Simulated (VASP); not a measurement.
# K (Im-3m) in VASP: notebook

One crystal, K, is run at these levels: r2SCAN; tasks: single point.

All numbers are computed with VASP 6.6.1; they aren't measurements. Logs are shortened: lines on timing, memory, paths and dates and some standing lists are left out, and cuts for length are marked.

## Step 1: The crystal as given

The structure is cubic, space group Im-3m (No. 229). Conventional cell: a = 5.395 Å, b = 5.395 Å, c = 5.395 Å, α = 90.00°, β = 90.00°, γ = 90.00°.

## Step 2: Single point, r2SCAN

The input, INCAR:

```
SYSTEM = K
ADDGRID = .False.
ALGO = Normal
EDIFF = 1E-8
ENCUT = 900
ISIF = 2
ISMEAR = -1
LASPH = .True.
LCHARG = .False.
LMIXTAU = .True.
LREAL = .False.
LWAVE = .False.
METAGGA = R2SCAN
NBANDS = 10
NELM = 100
PREC = Accurate
SIGMA = 0.05
```

The input, KPOINTS:

```
k-points
0
Gamma
  12 12 12
  0 0 0
```

The input, POSCAR:

```
K
1.0
   -2.6975585167      2.6975585167      2.6975585167
    2.6975585167     -2.6975585167      2.6975585167
    2.6975585167      2.6975585167     -2.6975585167
K
1
Direct
    0.0000000000      0.0000000000      0.0000000000
```

Potentials or basis: VASP PAW PBE potentials, release 64 (K_pv).

Started as:

```
$ cat potpaw_PBE.64/K_pv/POTCAR > POTCAR
$ mpirun -np 1 vasp_std > vasp.out
```

OUTCAR:

```text
SYSTEM = K
   EDIFF = 1E-8
   ENCUT = 900
   ISIF = 2
   ISMEAR = -1
   LASPH = .True.
   LREAL = .False.
   METAGGA = R2SCAN
   NELM = 100
   PREC = Accurate

 ion  position               nearest neighbor table
   1  0.000  0.000  0.000-

  LATTYP: Found a body centered cubic cell.
 ALAT       =     5.3951170334

  Lattice vectors:

 A1 = (  -2.6975585167,   2.6975585167,   2.6975585167)
 A2 = (   2.6975585167,  -2.6975585167,   2.6975585167)
 A3 = (   2.6975585167,   2.6975585167,  -2.6975585167)

Analysis of symmetry for initial positions (statically):
=====================================================================
 Subroutine PRICEL returns:
 Original cell was already a primitive cell.

 Routine SETGRP: Setting up the symmetry group for a
 body centered cubic supercell.

 Subroutine GETGRP returns: Found 48 space group operations
 (whereof 48 operations were pure point group operations)
 out of a pool of 48 trial point group operations.

The static configuration has the point symmetry O_h .

Analysis of symmetry for dynamics (positions and initial velocities):
=====================================================================
 Subroutine PRICEL returns:
 Original cell was already a primitive cell.

 Routine SETGRP: Setting up the symmetry group for a
 body centered cubic supercell.

 Subroutine GETGRP returns: Found 48 space group operations
 (whereof 48 operations were pure point group operations)
 out of a pool of 48 trial point group operations.

The dynamic configuration has the point symmetry O_h .

 Subroutine INISYM returns: Found 48 space group operations
 (whereof 48 operations are pure point group operations),
 and found     1 'primitive' translations

----------------------------------------------------------------------------------------

                                     Primitive cell

  volume of cell :      78.5186

  direct lattice vectors                    reciprocal lattice vectors
    -2.697558517  2.697558517  2.697558517     0.000000000  0.185352791  0.185352791
     2.697558517 -2.697558517  2.697558517     0.185352791  0.000000000  0.185352791
     2.697558517  2.697558517 -2.697558517     0.185352791  0.185352791  0.000000000

  length of vectors
     4.672308407  4.672308407  4.672308407     0.262128431  0.262128431  0.262128431

  position of ions in fractional coordinates (direct lattice)
[... 81 lines left out ...]
   IBRION =     -1    ionic relax: 0-MD 1-quasi-New 2-CG
   NFREE  =      0    steps in history (QN), initial steepest desc. (CG)
   ISIF   =      2    stress and relaxation
   ISYM   =      2    0-nonsym 1-usesym 2-fastsym
   POTIM  = 0.5000    time-step for ionic-motion
   TEBEG  =    0.0;   TEEND  =   0.0 temperature during run
   PSTRESS=    0.0 pullay stress
   NELECT =       7.0000    total number of electrons
   NUPDOWN=      -1.0000    fix difference up-down
   EMIN   =  10.00;   EMAX   =-10.00  energy-range for DOS
   EFERMI =   0.00;   METHOD = LEGACY
   ISMEAR =    -1;   SIGMA  =   0.05  broadening in eV -4-tet -1-fermi 0-gaus
   EFERMI_NEDOS =   21; number of points for ismear=-14 and -15
   IALGO  =     38    algorithm
   IMIX   =      4    mixing-type and parameters
     AMIX     =   0.40;   BMIX     =  1.00
     AMIX_MAG =   1.60;   BMIX_MAG =  1.00
  volume/ion in A,a.u.               =      78.52       529.87
  Fermi-wavevector in a.u.,A,eV,Ry     =   0.731335  1.382024  7.277097  0.534852
  Thomas-Fermi vector in A             =   1.823527
   LORBIT       =      0    0 simple, 1 ext, 2 COOP (PROOUT), +10 PAW based schemes
   METAGGA = R2SCAN    functional components
   LHFCALC =     F    Hartree Fock is set to
   AEXX    =    0.0000 exact exchange contribution
   IVDW    =     0    specifies the selected vdW correction
   LEPSILON=     F    determine dielectric tensor
   LRPA    =     F    only Hartree local field effects (RPA)
 non-spin polarized calculation
  energy-cutoff  :      900.00
  volume of cell :       78.52
 maximum number of plane-waves:      4897
 NGX is ok and might be reduce to    48
   NGX = 23   NGY = 23   NGZ = 23

 number of electron       7.0000000 magnetization

 Free energy of the ion-electron system (eV)
  ---------------------------------------------------
  ext. energy  EPLUGINS =         0.00000000
  ---------------------------------------------------
  free energy    TOTEN  =        -5.98040823 eV

  energy without entropy =       -5.97327633  energy(sigma->0) =       -5.97684228

 E-fermi :  -1.2280     XC(G=0):  -5.7892

 val. band max:       -1.2541840127   @ k =   0.2500   0.2500   0.0000
 cond. band min:      -1.1821933173   @ k =   0.3333   0.1667   0.0000
 fundamental gap:      0.0719906954
 Fermi energy:        -1.2279511603

 k-point     1 :       0.0000    0.0000    0.0000
  band No.  band energies     occupation
      1     -17.4925      2.00000
      2     -17.4925      2.00000
      3     -17.4925      2.00000
      4      -3.4294      2.00000
      5       3.5583      0.00000
      6       3.5583      0.00000
      7       3.5584      0.00000
      8       4.5383      0.00000
      9       4.5383      0.00000
     10       7.0495      0.00000
[... 287 lines left out ...]
 k-point    24 :       0.4167    0.0833    0.0833
  band No.  band energies     occupation
      1     -17.5448      2.00000
      2     -17.5134      2.00000
      3     -17.4960      2.00000
      4      -0.5012      0.00000
      5      -0.4749      0.00000
      6       1.8081      0.00000
      7       3.8042      0.00000
      8       5.0603      0.00000
      9       5.1943      0.00000
     10       5.5556      0.00000

 [... further k-points ...]

------------------------ aborting loop because EDIFF is reached ----------------------------------------

  FORCE on cell =-STRESS in cart. coord.  units (eV):
  Direction    XX          YY          ZZ          XY          YZ          ZX
  --------------------------------------------------------------------------------------
  -------------------------------------------------------------------------------------
  Total       -0.0397811     -0.0397811     -0.0397811      0.0000000      0.0000000     -0.0000000
  in kB       -0.8117362     -0.8117362     -0.8117362      0.0000000      0.0000000     -0.0000000
  external PRESSURE =      -0.8117362 kB  Pullay stress =       0.0000000 kB

 VOLUME and BASIS-vectors are now :
 -----------------------------------------------------------------------------
  energy-cutoff  :      900.00
  volume of cell :       78.52
      direct lattice vectors                 reciprocal lattice vectors
    -2.697558517  2.697558517  2.697558517     0.000000000  0.185352791  0.185352791
     2.697558517 -2.697558517  2.697558517     0.185352791  0.000000000  0.185352791
     2.697558517  2.697558517 -2.697558517     0.185352791  0.185352791  0.000000000

 POSITION                                       TOTAL-FORCE (eV/Angst)
 -----------------------------------------------------------------------------------
      0.00000      0.00000      0.00000         0.000000      0.000000      0.000000
 -----------------------------------------------------------------------------------
    total drift:                               -0.000000      0.000000      0.000000

  FREE ENERGIE OF THE ION-ELECTRON SYSTEM (eV)
  ---------------------------------------------------
  free  energy   TOTEN  =        -5.9804082290 eV

  energy  without entropy=       -5.9732763264  energy(sigma->0) =       -5.97684228
```

OSZICAR:

```text
N       E                     dE             d eps       ncg     rms          rms(c)
DAV:   1     0.179426570497E+02    0.17943E+02   -0.37019E+03  1440   0.753E+02
DAV:   2    -0.632618682648E+01   -0.24269E+02   -0.24114E+02  1528   0.138E+02
DAV:   3    -0.656306461228E+01   -0.23688E+00   -0.23661E+00  1944   0.114E+01
[... 21 lines left out ...]
DAV:  25    -0.598040812982E+01   -0.82200E-07   -0.89199E-08  1472   0.300E-03    0.383E-05
DAV:  26    -0.598040820113E+01   -0.71307E-07   -0.27538E-08  1506   0.262E-03    0.193E-05
DAV:  27    -0.598040822144E+01   -0.20315E-07   -0.32483E-09  1536   0.589E-04    0.136E-05
DAV:  28    -0.598040823345E+01   -0.12001E-07   -0.24972E-10   902   0.191E-04    0.712E-06
DAV:  29    -0.598040822898E+01    0.44651E-08   -0.16145E-10   778   0.147E-04
   1 F= -.59804082E+01 E0= -.59768423E+01  d E =-.713190E-02
```

stdout:

```text
POSCAR found type information on POSCAR K
 POSCAR found :  1 types and       1 ions
 scaLAPACK will be used
 -----------------------------------------------------------------------------
|                                                                             |
|                                                                             |
|     You enforced a specific xc type in the INCAR file but a different       |
|     I HOPE YOU KNOW WHAT YOU ARE DOING!                                     |
|                                                                             |
 -----------------------------------------------------------------------------

 LDA part: xc-table for (None), standard interpolation
 POSCAR, INCAR and KPOINTS ok, starting setup
 FFT: planning ... GRIDC
 FFT: planning ... GRID_SOFT
 FFT: planning ... GRID
 WAVECAR not read
 entering main loop
```

It took 8.2 min on 1 thread of Intel Xeon Platinum 8559C (Emerald Rapids), shared host; peak memory 0.43 GiB.

What came out:

- Free energy: -5.9804 eV
- Pressure: -0.1 GPa
- Band gap on the k mesh: none (metal or under the smearing width)

Caveat: the PAW data sets were made with another functional, which shifts forces and pressure a little.

## Step 3: Single point, r2SCAN

INCAR: that of step 2 with these lines changed.

```diff
@@ -3,4 +3,4 @@
 ALGO = Normal
-EDIFF = 1E-8
-ENCUT = 900
+EDIFF = 1E-6
+ENCUT = 250
 ISIF = 2
@@ -16,2 +16,2 @@
 PREC = Accurate
-SIGMA = 0.05
+SIGMA = 0.15
```

The input, KPOINTS:

```
k-points
0
Gamma
  2 2 2
  0 0 0
```

POSCAR is that of step 2.

Potentials or basis: VASP PAW PBE potentials, release 64 (K_pv).

Started as:

```
$ cat potpaw_PBE.64/K_pv/POTCAR > POTCAR
$ mpirun -np 1 vasp_std > vasp.out
```

OUTCAR:

```text
SYSTEM = K
   EDIFF = 1E-6
   ENCUT = 250
   ISIF = 2
   ISMEAR = -1
   LASPH = .True.
   LREAL = .False.
   METAGGA = R2SCAN
   NELM = 100
   PREC = Accurate

 Found      3 irreducible k-points:

 Following reciprocal coordinates:
            Coordinates               Weight
  0.000000  0.000000  0.000000      1.000000
  0.500000  0.000000  0.000000      6.000000
  0.500000  0.500000  0.500000      1.000000
   k-points           NKPTS =      3   k-points in BZ     NKDIM =      3   number of bands    NBANDS=     10
   number of dos      NEDOS =    301   number of ions     NIONS =      1
   total plane-waves  NPLWV =  13824
   dimension x,y,z NGX =    24 NGY =   24 NGZ =   24
   dimension x,y,z NGXF=    48 NGYF=   48 NGZF=   48
   ions per type =               1
   NGX,Y,Z   is equivalent  to a cutoff of   8.54,  8.54,  8.54 a.u.
   NGXF,Y,Z  is equivalent  to a cutoff of  17.08, 17.08, 17.08 a.u.
 SYSTEM =  K
   PREC   = accura    normal or accurate (medium, high low for compatibility)
   ISTART =      0    job   : 0-new  1-cont  2-samecut
   ICHARG =      2    charge: 1-file 2-atom 10-const
   ISPIN  =      1    spin polarized calculation?
   LNONCOLLINEAR =      F non collinear calculations
   LSORBIT =      F    spin-orbit coupling
   LASPH  =      T    aspherical Exc in radial PAW
   ENCUT  =  250.0 eV  18.37 Ry    4.29 a.u.   6.02  6.02  6.02*2*pi/ulx,y,z
   NELM   =    100;   NELMIN=  2; NELMDL= -5     # of ELM steps
   EDIFF  = 0.1E-05   stopping-criterion for ELM
   LREAL  =      F    real-space projection
   EDIFFG = 0.1E-04   stopping-criterion for IOM
   NSW    =      0    number of steps for IOM
   IBRION =     -1    ionic relax: 0-MD 1-quasi-New 2-CG
   NFREE  =      0    steps in history (QN), initial steepest desc. (CG)
   ISIF   =      2    stress and relaxation
   ISYM   =      2    0-nonsym 1-usesym 2-fastsym
   POTIM  = 0.5000    time-step for ionic-motion
   TEBEG  =    0.0;   TEEND  =   0.0 temperature during run
   PSTRESS=    0.0 pullay stress
   NELECT =       7.0000    total number of electrons
   NUPDOWN=      -1.0000    fix difference up-down
   EMIN   =  10.00;   EMAX   =-10.00  energy-range for DOS
   EFERMI =   0.00;   METHOD = LEGACY
   ISMEAR =    -1;   SIGMA  =   0.15  broadening in eV -4-tet -1-fermi 0-gaus
   EFERMI_NEDOS =   21; number of points for ismear=-14 and -15
   IALGO  =     38    algorithm
   IMIX   =      4    mixing-type and parameters
     AMIX     =   0.40;   BMIX     =  1.00
     AMIX_MAG =   1.60;   BMIX_MAG =  1.00
  volume/ion in A,a.u.               =      78.52       529.87
  Fermi-wavevector in a.u.,A,eV,Ry     =   0.731335  1.382024  7.277097  0.534852
  Thomas-Fermi vector in A             =   1.823527
   LORBIT       =      0    0 simple, 1 ext, 2 COOP (PROOUT), +10 PAW based schemes
   METAGGA = R2SCAN    functional components
   LHFCALC =     F    Hartree Fock is set to
   AEXX    =    0.0000 exact exchange contribution
   IVDW    =     0    specifies the selected vdW correction
   LEPSILON=     F    determine dielectric tensor
   LRPA    =     F    only Hartree local field effects (RPA)
 non-spin polarized calculation
  energy-cutoff  :      250.00
  volume of cell :       78.52
 maximum number of plane-waves:       686
   NGX = 13   NGY = 13   NGZ = 13

 number of electron       6.9999989 magnetization

 Free energy of the ion-electron system (eV)
  ---------------------------------------------------
  ext. energy  EPLUGINS =         0.00000000
  ---------------------------------------------------
  free energy    TOTEN  =        -5.49119002 eV

  energy without entropy =       -5.23841903  energy(sigma->0) =       -5.36480453

 E-fermi :  -0.7664     XC(G=0):  -5.7567

 val. band max:       -3.3980170285   @ k =   0.0000   0.0000   0.0000
 cond. band min:      -0.6151650336   @ k =   0.5000   0.0000   0.0000
 fundamental gap:      2.7828519950
 Fermi energy:        -0.7664228652

 k-point     1 :       0.0000    0.0000    0.0000
  band No.  band energies     occupation
      1     -17.4580      2.00000
      2     -17.4580      2.00000
      3     -17.4578      2.00000
      4      -3.3980      2.00000
      5       3.5861      0.00000
      6       3.5864      0.00000
      7       3.5864      0.00000
      8       4.5612      0.00000
      9       4.5612      0.00000
     10       6.9876      0.00000

 k-point     2 :       0.5000    0.0000    0.0000
  band No.  band energies     occupation
      1     -17.5129      2.00000
      2     -17.4762      2.00000
      3     -17.4580      2.00000
      4      -0.6152      0.53459
      5      -0.5874      0.46533
      6       2.2972      0.00000
      7       4.1974      0.00000
      8       4.9668      0.00000
      9       5.1844      0.00000
     10       5.6836      0.00000

 k-point     3 :       0.5000    0.5000    0.5000
  band No.  band energies     occupation
      1     -17.4972      2.00000
      2     -17.4972      2.00000
      3     -17.4970      2.00000
      4       0.5881      0.00024
      5       0.5881      0.00024
      6       2.4458      0.00000
      7       2.4465      0.00000
      8       2.4465      0.00000
      9       4.8404      0.00000
     10       5.8517      0.00000

------------------------ aborting loop because EDIFF is reached ----------------------------------------

  FORCE on cell =-STRESS in cart. coord.  units (eV):
  Direction    XX          YY          ZZ          XY          YZ          ZX
  --------------------------------------------------------------------------------------
  -------------------------------------------------------------------------------------
  Total        0.2332871      0.2332871      0.2332871     -0.0000000      0.0000000     -0.0000000
  in kB        4.7602388      4.7602388      4.7602388     -0.0000000      0.0000000     -0.0000000
  external PRESSURE =       4.7602388 kB  Pullay stress =       0.0000000 kB

 VOLUME and BASIS-vectors are now :
 -----------------------------------------------------------------------------
  energy-cutoff  :      250.00
  volume of cell :       78.52
      direct lattice vectors                 reciprocal lattice vectors
    -2.697558517  2.697558517  2.697558517     0.000000000  0.185352791  0.185352791
     2.697558517 -2.697558517  2.697558517     0.185352791  0.000000000  0.185352791
     2.697558517  2.697558517 -2.697558517     0.185352791  0.185352791  0.000000000

 POSITION                                       TOTAL-FORCE (eV/Angst)
 -----------------------------------------------------------------------------------
      0.00000      0.00000      0.00000         0.000000     -0.000000      0.000000
 -----------------------------------------------------------------------------------
    total drift:                               -0.000000      0.000000      0.000000

  FREE ENERGIE OF THE ION-ELECTRON SYSTEM (eV)
  ---------------------------------------------------
  free  energy   TOTEN  =        -5.4911900207 eV

  energy  without entropy=       -5.2384190346  energy(sigma->0) =       -5.36480453
```

stdout:

```text
POSCAR found type information on POSCAR K
 POSCAR found :  1 types and       1 ions
 scaLAPACK will be used
 -----------------------------------------------------------------------------
|                                                                             |
|                                                                             |
|     You enforced a specific xc type in the INCAR file but a different       |
|     I HOPE YOU KNOW WHAT YOU ARE DOING!                                     |
|                                                                             |
 -----------------------------------------------------------------------------

 LDA part: xc-table for (None), standard interpolation
 POSCAR, INCAR and KPOINTS ok, starting setup
 FFT: planning ... GRIDC
 FFT: planning ... GRID_SOFT
 FFT: planning ... GRID
 WAVECAR not read
 entering main loop
```

Run time: 8.6 s. Hardware: 1 thread of Intel Xeon Platinum 8559C (Emerald Rapids), shared host; peak memory 0.13 GiB.

These settings aren't checked as converged: the numbers below hold their error.

What came out:

| Property | Result |
| --- | --- |
| Free energy | -5.4912 eV |
| Pressure | 0.5 GPa |
| Band gap on the k mesh | none (metal or under the smearing width) |

Caveat: the k mesh is coarse (spacing up to 0.82 Å⁻¹), so the values aren't converged; the PAW data sets were made with another functional, which shifts forces and pressure a little.

## Step 4: Single point, r2SCAN

INCAR is that of step 3.

KPOINTS is that of step 3.

The input, POSCAR:

```
K
1.0
   -2.6491090000      2.6630490000      2.6437420000
    2.6773590000     -2.6874940000      2.6964360000
    2.7342160000      2.7726000000     -2.6681870000
K
1
Direct
   -0.0060180000      0.0074470000      0.0002300000
```

Started as:

```
$ cat potpaw_PBE.64/K_pv/POTCAR > POTCAR
$ mpirun -np 1 vasp_std > vasp.out
```

It took 23 s on 1 thread of Intel Xeon Platinum 8559C (Emerald Rapids), shared host; peak memory 0.13 GiB.

These settings aren't checked as converged: the numbers below hold their error.

What came out:

| Property | Result |
| --- | --- |
| Free energy | -5.4956 eV |
| Pressure | 0.5 GPa |
| Band gap on the k mesh | none (metal or under the smearing width) |

Caveat: the k mesh is coarse (spacing up to 0.83 Å⁻¹), so the values aren't converged; the PAW data sets were made with another functional, which shifts forces and pressure a little.

(Part 1 of 2 ends here.)
